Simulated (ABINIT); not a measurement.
# BeS (F-43m) in ABINIT: settings compared, part 2 of 2

ABINIT 10.8.3 (patched build). Earlier steps stand in the parts before.

### 5 Equation of state, LDA

File run.abi:

```
# Datasets: one volume each
ndtset 7
getwfk -1
scalecart1 3*0.9795861087
scalecart2 3*0.9864848297
scalecart3 3*0.9932883884
scalecart4 3*1.0000000000
scalecart5 3*1.0066227096
scalecart6 3*1.0131594038
scalecart7 3*1.0196128224

# Pseudopotentials
pp_dirpath "./"
pseudos "S.LDA_PW-JTH.xml, Be.LDA_PW-JTH.xml"

# Structure
acell 3*1.0
rprim
     0.0000000000     4.5825858522     4.5825858522
     4.5825858522     0.0000000000     4.5825858522
     4.5825858522     4.5825858522     0.0000000000
ntypat 2
znucl 16 4
natom 2
typat 1 2
xred
     0.7500000000     0.7500000000     0.7500000000
     0.0000000000     0.0000000000     0.0000000000

# Plane-wave basis
ecut 20.0
pawecutdg 40.0

# k points
kptopt 1
ngkpt 9 9 9
nshiftk 1
shiftk 0.0 0.0 0.0

# Exchange and correlation
ixc 7

# Bands and occupations
nband 9
occopt 3
tsmear 0.05 eV

# SCF cycle
nstep 100
tolvrs 1.0e-9

# Output
iomode 3
prtwf 1
prtden 0
prteig 0
prtebands 0
enunit 2
```

Potentials or basis: JTH PAW LDA v2.0.

On the command line:

```
$ abinit run.abi > log 2>&1
```

run.abo:

```text
.Version 10.8.3 of ABINIT
 DATASET    1 : space group F-4 3 m (#216); Bravais cF (face-center cubic)
================================================================================
 Values of the parameters that define the memory need for DATASET  1.
     intxc =       0    ionmov =       0      iscf =      17    lmnmax =       8
     lnmax =       4     mgfft =      27  mpssoang =       2    mqgrid =    3001
     natom =       2  nloc_mem =       2    nspden =       1   nspinor =       1
    nsppol =       1      nsym =      24    n1xccc =       1    ntypat =       2
    occopt =       3   xclevel =       1
       mpw =         785          nfft =       19683          nkpt =          35
 PAW method is used; the additional fine FFT grid is defined by:
   mgfftf=        40    nfftf =     64000
================================================================================
================================================================================
[... 71 lines left out ...]
 DATASET    7 : space group F-4 3 m (#216); Bravais cF (face-center cubic)
================================================================================
 Values of the parameters that define the memory need for DATASET  7.
     intxc =       0    ionmov =       0      iscf =      17    lmnmax =       8
     lnmax =       4     mgfft =      30  mpssoang =       2    mqgrid =    3001
     natom =       2  nloc_mem =       2    nspden =       1   nspinor =       1
    nsppol =       1      nsym =      24    n1xccc =       1    ntypat =       2
    occopt =       3   xclevel =       1
       mpw =         891          nfft =       27000          nkpt =          35
 PAW method is used; the additional fine FFT grid is defined by:
   mgfftf=        40    nfftf =     64000
================================================================================
================================================================================

--------------------------------------------------------------------------------
------------- Echo of variables that govern the present computation ------------
--------------------------------------------------------------------------------
 -outvars: echo values of preprocessed input variables --------
            acell      1.0000000000E+00  1.0000000000E+00  1.0000000000E+00 Bohr
              amu      3.20660000E+01  9.01218200E+00
             ecut      2.00000000E+01 Hartree
[... 160 lines left out ...]

   6.65722700E+01                                ecore*ucvol(ha*bohr**3)
--------------------------------------------------------------------------------

================================================================================

--- !BeginCycle
iteration_state: {dtset: 1, }
solver: {iscf: 17, nstep: 100, nline: 4, wfoptalg: 10, }
tolerances: {tolvrs: 1.00E-09, }
...
[... 1295 lines left out ...]
-Cartesian components of stress tensor (GPa)         [Pressure= -7.9148E+00 GPa]
- sigma(1 1)=  7.91475479E+00  sigma(3 2)=  0.00000000E+00
- sigma(2 2)=  7.91475479E+00  sigma(3 1)=  0.00000000E+00
- sigma(3 3)=  7.91475479E+00  sigma(2 1)=  0.00000000E+00

== END DATASET(S) ==============================================================
================================================================================

 -outvars: echo values of variables after computation  --------
            acell      1.0000000000E+00  1.0000000000E+00  1.0000000000E+00 Bohr
           etotal1    -2.5053590625E+01
           etotal2    -2.5053843898E+01
           etotal3    -2.5053808418E+01
           etotal4    -2.5053512787E+01
           etotal5    -2.5052981265E+01
           etotal6    -2.5052235996E+01
           etotal7    -2.5051297220E+01
            fcart1    -4.6861473254E-31 -4.6861473254E-31  1.4058441976E-30
                       4.6861473254E-31  4.6861473254E-31 -1.4058441976E-30
            fcart2    -4.6533759923E-31 -4.6533759923E-31  1.3960127977E-30
                       4.6533759923E-31  4.6533759923E-31 -1.3960127977E-30
            fcart3     4.6215025534E-31  4.6215025534E-31 -1.3864507660E-30
                      -4.6215025534E-31 -4.6215025534E-31  1.3864507660E-30
            fcart4     3.6723878586E-30  1.8361939293E-30 -7.3447757172E-30
                      -3.6723878586E-30 -1.8361939293E-30  7.3447757172E-30
            fcart5    -4.5602833907E-31 -2.2801416953E-30  1.3680850172E-30
                       4.5602833907E-31  2.2801416953E-30 -1.3680850172E-30
[... 38 lines left out ...]
                       0.0000000000E+00  0.0000000000E+00  0.0000000000E+00
           xangst1     3.5632444680E+00  3.5632444680E+00  3.5632444680E+00
                       0.0000000000E+00  0.0000000000E+00  0.0000000000E+00
           xangst2     3.5883385656E+00  3.5883385656E+00  3.5883385656E+00
                       0.0000000000E+00  0.0000000000E+00  0.0000000000E+00
           xangst3     3.6130865103E+00  3.6130865103E+00  3.6130865103E+00
                       0.0000000000E+00  0.0000000000E+00  0.0000000000E+00
           xangst4     3.6374999975E+00  3.6374999975E+00  3.6374999975E+00
                       0.0000000000E+00  0.0000000000E+00  0.0000000000E+00
           xangst5     3.6615901037E+00  3.6615901037E+00  3.6615901037E+00
                       0.0000000000E+00  0.0000000000E+00  0.0000000000E+00
           xangst6     3.6853673288E+00  3.6853673288E+00  3.6853673288E+00
                       0.0000000000E+00  0.0000000000E+00  0.0000000000E+00
           xangst7     3.7088416389E+00  3.7088416389E+00  3.7088416389E+00
                       0.0000000000E+00  0.0000000000E+00  0.0000000000E+00
             xred      7.5000000000E-01  7.5000000000E-01  7.5000000000E-01
                       0.0000000000E+00  0.0000000000E+00  0.0000000000E+00
 Calculation completed.
```

It took 33 s on 1 thread of Arm Neoverse V2, shared host; peak memory 0.11 GiB.

Results:

- Equilibrium volume: 13.80 Å³/atom
- Bulk modulus: 103 GPa
- Pressure derivative of the bulk modulus: 3.8

Energy against volume, from the lowest point:
```
volume (Å³/atom)  energy (meV/atom)
          13.405               3.45
          13.690               0.00
          13.975               0.48
          14.261               4.50
          14.546              11.74
          14.831              21.88
          15.116              34.65
```

Caveat: pressures at fixed basis lie under the slope of the energies. Zero-point motion and thermal expansion aren't in these numbers.

### 6 Overview

| task | level | potentials or basis | cutoff (eV) | fine-grid cutoff | gap on the mesh (eV) | pressure (GPa) |
| --- | --- | --- | --- | --- | --- | --- |
| band structure | PBEsol | JTH PAW PBE v2.0 | 544 | 1088.46 eV | 3.02 | -0.8 |
| band structure | r2SCAN | JTH PAW PBE v2.0 | 653 | 1251.72 eV | 3.67 | 1.1 |
| band structure | TB-mBJ | JTH PAW LDA v2.0 | 653 | 1251.72 eV | 4.20 | - |
| equation of state | LDA | JTH PAW LDA v2.0 | 544 | 1088.46 eV | - | - |

Alike in all rows: no spin polarisation; cell as given; k mesh 9 × 9 × 9; smearing fermi-dirac 0.05 eV.

Caveats: the PAW data sets were made with another functional, which shifts forces and pressure a little (some runs); the mesh misses the band edges, which the band path finds closer together (some runs); the constant c of TB-mBJ comes from the pseudo density here, which moves gaps by up to 0.3 eV between sets of potentials (some runs); pressures at fixed basis lie under the slope of the energies (some runs).

Total energies depend on the potentials used, so only differences within one code and one set of settings carry meaning.
